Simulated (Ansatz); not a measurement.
An Ansatz run on GaN (F-43m) from a database of computed structures left the output below. The cell was relaxed beforehand with r2SCAN.

Structure:
```cif
data_structure
_symmetry_space_group_name_H-M 'P 1'
_symmetry_Int_Tables_number 1
_cell_length_a 3.1805
_cell_length_b 3.1805
_cell_length_c 3.1805
_cell_angle_alpha 60.000
_cell_angle_beta 60.000
_cell_angle_gamma 60.000
_cell_volume 22.75
loop_
_atom_site_label
_atom_site_type_symbol
_atom_site_fract_x
_atom_site_fract_y
_atom_site_fract_z
_atom_site_occupancy
Ga1 Ga 0.00000 0.00000 0.00000 1
N1 N 0.75000 0.75000 0.75000 1
```

Output, abridged:
```
Pseudopotential: Ga, paw, valence charge 13, recommended cutoff 420 eV
Pseudopotential: N, paw, valence charge 5, recommended cutoff 420 eV
Crystal: 2 atoms, lattice volume = 22.749 Å³
Basis set: ecut = 420 eV, 459 PW (Γ)
Bands: 13, of which v1, the nominal top of the filled ones, is band 9 counted from 1 (8 counted from 0)
Symmetry: 24 space group operations
Space group: F-43m (ITA 216)
k-points: 16 of 216 (time reversal used)
SCF converged after 6 iterations
Free energy (F): -4167.888730 eV
Fermi energy:    9.747194 eV
--- G₀W₀: contour deformation, 7 samples at zero and on the imaginary axis and 3 off it, 216 q-points, 85 empty bands' worth ---
    ik  band        ε_KS         Σx   Σc(E_QP)       V_xc       Z   E_QP_lin       E_QP  E_QP is
     0     8      9.7472   -23.9573     3.0642   -20.3094  0.7652     9.1573     9.1636  root
     0     9      9.7472   -23.9573     3.0642   -20.3094  0.7652     9.1573     9.1636  root
     0    10     11.5010   -11.4620    -3.7367   -15.7187  0.7989    12.0251    12.0210  root
     0    11     20.0926    -7.8764    -5.3813   -13.9167  0.7926    20.7610    20.7516  root
     1     8      9.4742   -23.6560     3.1234   -19.9187  0.7646     8.8530     8.8603  root
     1     9      9.4742   -23.6560     3.1234   -19.9187  0.7646     8.8530     8.8603  root
     1    10     13.1088   -11.7513    -3.9212   -16.2795  0.7898    13.7221    13.7158  root
     1    11     19.0464    -8.2775    -5.3467   -14.3108  0.7876    19.7435    19.7328  root
     2     8      8.9898   -23.1542     3.2340   -19.2615  0.7628     8.3225     8.3312  root
     2     9      8.9898   -23.1542     3.2340   -19.2615  0.7628     8.3225     8.3312  root
     2    10     14.2470   -10.3411    -4.5179   -15.5141  0.7972    14.9101    14.9020  root
     2    11     18.4171    -8.9706    -5.5797   -15.2974  0.7615    19.1749    19.1642  root
     3     8      8.7724   -22.9203     3.2804   -18.9641  0.7619     8.0872     8.0966  root
     3     9      8.7724   -22.9203     3.2804   -18.9641  0.7619     8.0872     8.0966  root
     3    10     14.4243   -10.1005    -4.5500   -15.2854  0.8042    15.0665    15.0592  root
     3    11     18.4976    -8.9788    -5.8167   -15.5315  0.7426    19.2475    19.2337  root
     8     8      8.0009   -22.2014     3.3572   -18.0823  0.7598     7.2253     7.2390  root
     8     9      9.3400   -23.4876     3.1556   -19.7103  0.7639     8.7108     8.7183  root
     8    10     14.5611   -11.2356    -4.4964   -16.4644  0.7817    15.3044    15.2934  root
     8    11     18.4515    -9.2214    -5.2679   -15.2147  0.7841    19.1886    19.1769  root
     9     8      7.6126   -21.8705     3.5045   -17.5846  0.7559     6.8164     6.8312  root
     9     9      7.6126   -21.8705     3.5045   -17.5846  0.7559     6.8164     6.8312  root
     9    10     13.9965    -8.6850    -4.2277   -13.2576  0.8054    14.3434    14.3414  root
     9    11     16.7622   -10.1522    -4.9948   -15.9466  0.7961    17.5753    17.5616  root
    12     8      7.0238   -21.2505     3.6147   -16.8262  0.7518     6.1973     6.2142  root
    12     9      7.0238   -21.2505     3.6147   -16.8262  0.7518     6.1973     6.2142  root
    12    10     13.0999    -8.7126    -3.9553   -12.8605  0.8156    13.2930    13.2925  root
    12    11     16.4474    -9.8665    -4.7921   -15.3521  0.8045    17.1509    17.1410  root
    14     8      6.0092   -21.2717     3.8551   -16.5328  0.7418     5.0996     5.1254  root
    14     9      7.3581   -21.4944     3.4887   -17.1972  0.7558     6.5331     6.5496  root
    14    10     16.2822    -9.3657    -4.5961   -14.4434  0.7878    16.7685    16.7638  root
    14    11     17.3117   -10.6387    -5.3891   -16.9466  0.7717    18.2533    18.2304  root
```

The points are ik 0 = (0, 0, 0) (Γ), ik 1 = (0, 0, 1/6), ik 2 = (0, 0, 1/3), ik 3 = (0, 0, -1/2), ik 8 = (0, 1/6, -1/6), ik 9 = (0, 1/3, 1/3), ik 12 = (0, -1/2, -1/2), ik 14 = (1/6, 1/3, -1/3); band 9 is the last filled one.

Question: What input produced it? Give the YAML.

Answer:
```yaml
crystal:
  # lattice and atoms as above
kpoints:
  mp_grid: { grid: [6, 6, 6] }
hamiltonian:
  xc: pbe
scf:
  occupations: { method: fixed }
gw:
  n_empty_bands: 85
  ecut_chi: 140
  qp_bands: [v2, c2]
  qp_kpoints: band_edges
  screening: { model: contour_deformation }
```
There is no exchange loop, so no exact exchange. The quasiparticle table needs the gw block. Close relatives of this functional can't be ruled out from these lines alone. This is the file that was run; thresholds and some counts can't be read off the log exactly.

Command: `ansatz run input.yaml --threads 2 --pin off --max-ram 3686MiB --backend cpu --events-out ev --progress --plain --runs-dir out`. It took 23 s on 2 threads of Intel(R) Xeon(R) Platinum 8259CL CPU @ 2.50GHz (Skylake/Cascade Lake) (shared host), load about 0.5 per core; peak host memory 0.38 GiB.

Spin-unpolarised throughout; all numbers are computed.
